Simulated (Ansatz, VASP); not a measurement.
Two plane-wave programs on NbP

File INCAR:

```
SYSTEM = NbP
PREC = Accurate
ENCUT = 520
EDIFF = 1E-7
ISMEAR = -1
SIGMA = 0.05
LREAL = .FALSE.
LASPH = .TRUE.
NELM = 60
ALGO = Normal
ISIF = 2
LWAVE = .FALSE.
LCHARG = .FALSE.
GGA = PE
NBANDS = 26
```

File KPOINTS:

```
regular mesh
0
G
  11 11 11
  0 0 0
```

The input POSCAR:

```
NbP
1.0
   -1.6407315532      1.6407315532      5.6229302316
    1.6407315532     -1.6407315532      5.6229302316
    1.6407315532      1.6407315532     -5.6229302316
Nb P
2 2
Direct
    0.2498808000      0.7498808000      0.5000000000
    0.4998808000      0.4998808000      0.0000000000
    0.8327477700      0.3327477700      0.5000000000
    0.0827477700      0.0827477700      0.0000000000
```

The input input.yaml:

```yaml
crystal:
  lattice:
    - [-1.6407315532, 1.6407315532, 5.6229302316]
    - [1.6407315532, -1.6407315532, 5.6229302316]
    - [1.6407315532, 1.6407315532, -5.6229302316]
  atoms:
    - { symbol: Nb, position: [0.2498808, 0.7498808, 0.5] }
    - { symbol: Nb, position: [0.4998808, 0.4998808, 0.0] }
    - { symbol: P, position: [0.83274777, 0.33274777, 0.5] }
    - { symbol: P, position: [0.08274777, 0.08274777, 0.0] }
hamiltonian:
  xc: pbe
  pseudopotentials: { kind: paw }
kpoints:
  mp_grid: { grid: [11, 11, 11] }
scf:
  occupations: { method: fermi_dirac, width: 0.05 }
output:
  forces: true
  stress: true
  eigenvalues: true
```

Change from the starting cell: volume scaled by 0.94.

Alike in both runs: task single point; functional PBE; k mesh 11 × 11 × 11; occupations fermi-dirac, width 0.05 eV; no spin polarisation.

```csv
,VASP,Ansatz
version,VASP 6.6.1,Ansatz 0.2.0
potentials or method,"VASP PAW PBE potentials, release 64 (Nb_sv, P)",Ansatz PAW
plane-wave cutoff (eV),520,420
valence electrons in the cell,36,36
```

VASP gave:

- gap on the k mesh at the Fermi level (eV): none
- pressure (GPa): 11.5
- largest component of the traceless stress (GPa): 1.58
- rms of the force components (eV/Å): 0.022

Question: What did Ansatz give for the same quantities?

Answer: gap on the k mesh at the Fermi level (eV): none; pressure (GPa): 12.0; largest component of the traceless stress (GPa): 1.60; rms of the force components (eV/Å): 0.023.

Atom by atom the forces differ by 0.001 eV/Å (rms over components). A gap of «none» marks a metal or a gap that the smearing closes.
